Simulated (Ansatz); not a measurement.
HgSe: pressure against volume per atom

All results are calculated (Ansatz 0.2.0). Periodic Kohn-Sham DFT of a crystal at fixed atoms; pressure and stress are positive in compression; the energy is the free energy less that of spherical unpolarised free atoms; site moments are those in the method's own spheres, positive along +z.

Cell of the first row (space group F-43m, No. 216):
```
CELL_PARAMETERS angstrom
0.00000 2.97400 2.97400
2.97400 0.00000 2.97400
2.97400 2.97400 0.00000
ATOMIC_POSITIONS crystal
Hg 0.00000 0.00000 0.00000
Se 0.75000 0.75000 0.75000
```

Settings of every row: method all-electron PAW; functional PBE; relativity scalar; k mesh 8x8x8; filling fermi-dirac; smearing width 0.01 eV; nucleus gaussian.

Atom start moment: 0 on all atoms.

Limits: no spin-orbit coupling on heavy atoms.

```csv
row,volume per atom (Å³),pressure (GPa)
1,26.305,?
2,27.424,6.314
3,27.704,5.596
4,28.264,4.275
5,28.543,3.667
6,29.663,1.545
```

Question: what pressure should row 1 give?

Worked fit of pressure. Take u = (V_r/V)^(2/3) − 1 with V_r = 28.264 Å³ an atom, which is twice the finite (Eulerian) strain; such expansions in the strain, on which the Birch-Murnaghan equation of state is built, carry the rest volume and the bulk modulus. The shown rows have u = 0.02032, 0.01343, 0, -0.00653, -0.03169. Least squares give pressure = 4.2745 + 94.793 × u + 273.39 × u² GPa; a straight line predicts inner rows, each left out in turn, worse (root mean square 0.095 against 0.00092 GPa). The rows lie off it by 0.000, -0.001, 0.001, 0.000, 0.000. The withheld row has u = 0.04905, so the fit gives 4.2745 + 94.793 × (0.04905) + 273.39 × (0.04905)² = 9.582 GPa.

The calculation gave 9.622 GPa. The fit lies 0.040 GPa (0.5 % of the column's range) below it; its largest miss of a shown row is 0.001 GPa. This row lies beyond the range of the fit.
